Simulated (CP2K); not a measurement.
# As (Pm-3m) in CP2K: convergence with ngrids

Aim: find how far ngrids must go before the results for As settle, at PBEsol. This setting moves, with any that are tied to it; all else stays.

All numbers are computed with CP2K 2026.2; they aren't measurements. Logs are shortened: lines on timing, memory, paths and dates and some standing lists are left out, and cuts for length are marked.

### 1 Starting point

It takes space group Pm-3m (No. 221, cubic). The conventional cell has a = 2.704 Å, b = 2.704 Å, c = 2.704 Å, α = 90.00°, β = 90.00°, γ = 90.00°. As (site symmetry m-3m) has 6 As at 2.70 Å as nearest neighbours.

This isn't the form of As at room conditions, which is rhombohedral.

### 2 With ngrids 1

File as_converge.inp:

```
&GLOBAL
  PROJECT as_converge
  RUN_TYPE ENERGY_FORCE
  PRINT_LEVEL LOW
&END GLOBAL
&FORCE_EVAL
  METHOD QS
  STRESS_TENSOR ANALYTICAL
  &DFT
    BASIS_SET_FILE_NAME BASIS_MOLOPT
    POTENTIAL_FILE_NAME GTH_POTENTIALS
    &MGRID
      CUTOFF 450
      REL_CUTOFF 60
      NGRIDS 1
    &END MGRID
    &QS
      METHOD GPW
      EPS_DEFAULT 1.0E-9
    &END QS
    &KPOINTS
      SCHEME MONKHORST-PACK 8 8 8
      GAMMA_CENTERED T
      SYMMETRY T
      SYMMETRY_BACKEND SPGLIB
    &END KPOINTS
    &SCF
      SCF_GUESS ATOMIC
      EPS_SCF 1.0E-6
      MAX_SCF 100
      ADDED_MOS 8
      CHOLESKY OFF
      EPS_EIGVAL 1.0E-7
      &DIAGONALIZATION ON
        ALGORITHM STANDARD
      &END DIAGONALIZATION
      &MIXING ON
        METHOD BROYDEN_MIXING
        ALPHA 0.4
        BETA 1.5
        NBUFFER 8
      &END MIXING
      &SMEAR ON
        METHOD FERMI_DIRAC
        ELECTRONIC_TEMPERATURE 580.23
      &END SMEAR
    &END SCF
    &XC
      &XC_FUNCTIONAL
        &GGA_X_PBE_SOL
        &END GGA_X_PBE_SOL
        &GGA_C_PBE_SOL
        &END GGA_C_PBE_SOL
      &END XC_FUNCTIONAL
    &END XC
    &PRINT
      &KPOINTS ON
      &END KPOINTS
      &MULLIKEN ON
      &END MULLIKEN
      &MO ON
        ENERGIES T
        OCCUPATION_NUMBERS T
        &EACH
          QS_SCF 0
        &END EACH
        ADD_LAST NUMERIC
      &END MO
    &END PRINT
  &END DFT
  &SUBSYS
    &CELL
      A 2.7036817444 0.0000000000 0.0000000000
      B 0.0000000000 2.7036817444 0.0000000000
      C 0.0000000000 0.0000000000 2.7036817444
      PERIODIC XYZ
    &END CELL
    &COORD
      As  1.3518408722 1.3518408722 1.3518408722
    &END COORD
    &KIND As
      BASIS_SET DZVP-MOLOPT-SR-GTH-q5
      POTENTIAL GTH-PBE-q5
    &END KIND
    &PRINT
      &ATOMIC_COORDINATES ON
      &END ATOMIC_COORDINATES
      &CELL ON
      &END CELL
      &SYMMETRY ON
      &END SYMMETRY
    &END PRINT
  &END SUBSYS
  &PRINT
    &FORCES ON
    &END FORCES
    &STRESS_TENSOR ON
    &END STRESS_TENSOR
  &END PRINT
&END FORCE_EVAL
```

Potentials or basis: GTH_POTENTIALS As GTH-PBE-q5; DZVP-MOLOPT-SR-GTH basis.

On the command line:

```bash
OMP_NUM_THREADS=1 cp2k.psmp -i as_converge.inp -o as_converge.out
```

Run time: 33 s. Hardware: 1 thread of Intel Xeon Platinum 8375C at 2.90GHz (Ice Lake), shared host; peak memory 0.24 GiB.

Results:

| Quantity | Value |
| --- | --- |
| Free energy | -171.3025 eV |
| Pressure | 2.0 GPa |
| Band gap on the k mesh | none (metal or under the smearing width) |

### 3 With ngrids 2

Changes to as_converge.inp since step 2:

```diff
@@ -14,3 +14,3 @@
       REL_CUTOFF 60
-      NGRIDS 1
+      NGRIDS 2
     &END MGRID
```

Potentials or basis: GTH_POTENTIALS As GTH-PBE-q5; DZVP-MOLOPT-SR-GTH basis.

On the command line:

```bash
OMP_NUM_THREADS=1 cp2k.psmp -i as_converge.inp -o as_converge.out
```

Run time: 9.2 s. Hardware: 1 thread of Intel Xeon Platinum 8375C at 2.90GHz (Ice Lake), shared host; peak memory 0.24 GiB.

What came out:

```
Free energy            : -171.3025 eV
Pressure               : 2.0 GPa
Band gap on the k mesh : none (metal or under the smearing width)
```

### 4 With ngrids 3

Changes to as_converge.inp since step 3:

```diff
@@ -14,3 +14,3 @@
       REL_CUTOFF 60
-      NGRIDS 2
+      NGRIDS 3
     &END MGRID
```

On the command line:

```bash
OMP_NUM_THREADS=1 cp2k.psmp -i as_converge.inp -o as_converge.out
```

Run time: 7 s. Hardware: 1 thread of Intel Xeon Platinum 8375C at 2.90GHz (Ice Lake), shared host; peak memory 0.24 GiB.

What came out:

- Free energy: -171.3025 eV
- Pressure: 2.0 GPa
- Band gap on the k mesh: none (metal or under the smearing width)

### 5 With ngrids 4

Changes to as_converge.inp since step 4:

```diff
@@ -14,3 +14,3 @@
       REL_CUTOFF 60
-      NGRIDS 3
+      NGRIDS 4
     &END MGRID
```

On the command line:

```bash
OMP_NUM_THREADS=1 cp2k.psmp -i as_converge.inp -o as_converge.out
```

Run time: 6 s. Hardware: 1 thread of Intel Xeon Platinum 8375C at 2.90GHz (Ice Lake), shared host; peak memory 0.24 GiB.

The run converged. Its results:

```yaml
Free_energy: -171.3025 eV
Pressure: 2.0 GPa
Band_gap_on_the_k_mesh: none (metal or under the smearing width)
```

### 6 With ngrids 5

Changes to as_converge.inp since step 5:

```diff
@@ -14,3 +14,3 @@
       REL_CUTOFF 60
-      NGRIDS 4
+      NGRIDS 5
     &END MGRID
```

Potentials or basis: GTH_POTENTIALS As GTH-PBE-q5; DZVP-MOLOPT-SR-GTH basis.

On the command line:

```bash
OMP_NUM_THREADS=1 cp2k.psmp -i as_converge.inp -o as_converge.out
```

Wall time 6.3 s (1 thread of Intel Xeon Platinum 8375C at 2.90GHz (Ice Lake), shared host); peak memory 0.24 GiB.

It converged, with:

```yaml
Free_energy: -171.3025 eV
Pressure: 2.0 GPa
Band_gap_on_the_k_mesh: none (metal or under the smearing width)
```

### 7 With ngrids 6

Changes to as_converge.inp since step 6:

```diff
@@ -14,3 +14,3 @@
       REL_CUTOFF 60
-      NGRIDS 5
+      NGRIDS 6
     &END MGRID
```

Potentials or basis: GTH_POTENTIALS As GTH-PBE-q5; DZVP-MOLOPT-SR-GTH basis.

On the command line:

```bash
OMP_NUM_THREADS=1 cp2k.psmp -i as_converge.inp -o as_converge.out
```

as_converge.out:

```text

 CP2K| version string:                                       CP2K version 2026.2
 CP2K| Input file name                                           as_converge.inp

 GLOBAL| Force Environment number                                              1
 GLOBAL| Basis set file name                                        BASIS_MOLOPT
 GLOBAL| Potential file name                                      GTH_POTENTIALS
 GLOBAL| MM Potential file name                                     MM_POTENTIAL
 GLOBAL| Coordinate file name                                      __STD_INPUT__
 GLOBAL| Method name                                                        CP2K
 GLOBAL| Project name                                                as_converge
 GLOBAL| Run type                                                   ENERGY_FORCE
 GLOBAL| FFT library                                                       FFTW3
[... 6 lines left out ...]
 GLOBAL| Total number of message passing processes                             1
 GLOBAL| Number of threads for this process                                    1
 GLOBAL| CPU model name            Intel(R) Xeon(R) Platinum 8375C CPU @ 2.90GHz

 CELL| Volume [angstrom^3]:                                            19.763630
 CELL| Vector a [angstrom]:       2.704     0.000     0.000   |a| =     2.703682
 CELL| Vector b [angstrom]:       0.000     2.704     0.000   |b| =     2.703682
 CELL| Vector c [angstrom]:       0.000     0.000     2.704   |c| =     2.703682
 CELL| Angle (b,c), alpha [degree]:                                    90.000000
 CELL| Angle (a,c), beta  [degree]:                                    90.000000
 CELL| Angle (a,b), gamma [degree]:                                    90.000000
 CELL| Numerically orthorhombic:                                             YES
 CELL| Periodicity                                                           XYZ

 CELL_REF| Volume [angstrom^3]:                                        19.763630
 CELL_REF| Vector a [angstrom     2.704     0.000     0.000   |a| =     2.703682
 CELL_REF| Vector b [angstrom     0.000     2.704     0.000   |b| =     2.703682
 CELL_REF| Vector c [angstrom     0.000     0.000     2.704   |c| =     2.703682
 CELL_REF| Angle (b,c), alpha [degree]:                                90.000000
[... 165 lines left out ...]
 MO| Sum:                                                               7.999982
 MO| E(Fermi):            0.242899 a.u.          6.609614 eV
[... 212 lines left out ...]
 MO|      1              -0.102600              -2.791899               2.000000
 MO|      2               0.063638               1.731685               2.000000
 MO|      3               0.142085               3.866317               2.000000
 MO|      4               0.403205              10.971777               0.000000
 MO|      5               0.548103              14.914632               0.000000
 MO|      6               0.820506              22.327107               0.000000
 MO|      7               0.885672              24.100356               0.000000
 MO|      8               0.943055              25.661839               0.000000
 MO|      9               1.046784              28.484444               0.000000
 MO|     10               1.109010              30.177685               0.000000
 MO|     11               1.365487              37.156788               0.000000
 MO| Sum:                                                               6.000000
 MO| E(Fermi):            0.242899 a.u.          6.609614 eV
 MO| Band gap:            0.261121 a.u.          7.105460 eV

 [... the levels of further k-points ...]

 !-----------------------------------------------------------------------------!
                     Mulliken Population Analysis

 #  Atom  Element  Kind  Atomic population                           Net charge
       1     As       1          5.000000                              0.000000
 # Total charge                              5.000000                  0.000000

 !-----------------------------------------------------------------------------!

 ENERGY| Total FORCE_EVAL ( QS ) energy [hartree]             -6.295249859359339

 FORCES| Atomic forces [hartree/bohr]
 FORCES|   Atom     x               y               z               |f|
 FORCES|      1 -6.33242381E-12 -6.33286888E-12 -6.33497676E-12   1.09698108E-11
 FORCES| Sum    -6.33242381E-12 -6.33286888E-12 -6.33497676E-12
 FORCES| Total atomic force                                       1.09698108E-11

 STRESS| Analytical stress tensor [bar]
 STRESS|                        x                   y                   z
 STRESS|      x        2.00399885866E+04   2.47537181672E-05   2.43640763883E-05
 STRESS|      y        2.47537181672E-05   2.00399885866E+04   2.41726679523E-05
 STRESS|      z        2.43640763883E-05   2.41726679523E-05   2.00399885866E+04
 STRESS| 1/3 Trace                                             2.00399885866E+04
 STRESS| Determinant                                           8.04808231309E+12

 STRESS| Eigenvectors and eigenvalues of the analytical stress tensor [bar]
 STRESS|                        1                   2                   3
 STRESS| Eigenvalues   2.00399885618E+04   2.00399885625E+04   2.00399886355E+04
 STRESS|      x           0.707124006446     -0.403233357372      0.580842921116
 STRESS|      y          -0.707067993699     -0.409655776322      0.576400032280
 STRESS|      z          -0.005521937565      0.818281739029      0.574790834806
```

It took 5.5 s on 1 thread of Intel Xeon Platinum 8375C at 2.90GHz (Ice Lake), shared host; peak memory 0.24 GiB.

What came out:

```
Free energy            : -171.3025 eV
Pressure               : 2.0 GPa
Band gap on the k mesh : none (metal or under the smearing width)
```

### 8 The series at a glance

```tsv
ngrids	energy less the tightest run, at zero smearing (meV/atom)	SCF cycles	CPU time (s)	peak memory (GiB)
1	0.00	9	33	0.24
2	0.00	9	9	0.24
3	0.00	9	6.7	0.24
4	0.00	9	5.6	0.24
5	0.00	9	5.8	0.24
6	0.00	9	5	0.24
```

Against the tightest run, the energy stays within 1 meV/atom from 1 on. The tightest run that finished is the yardstick and may itself not be fully converged.

Caveats: the potentials were made for another functional, which shifts forces and pressure; the basis of atomic orbitals isn't converged, which shifts pressures, moduli and gaps.
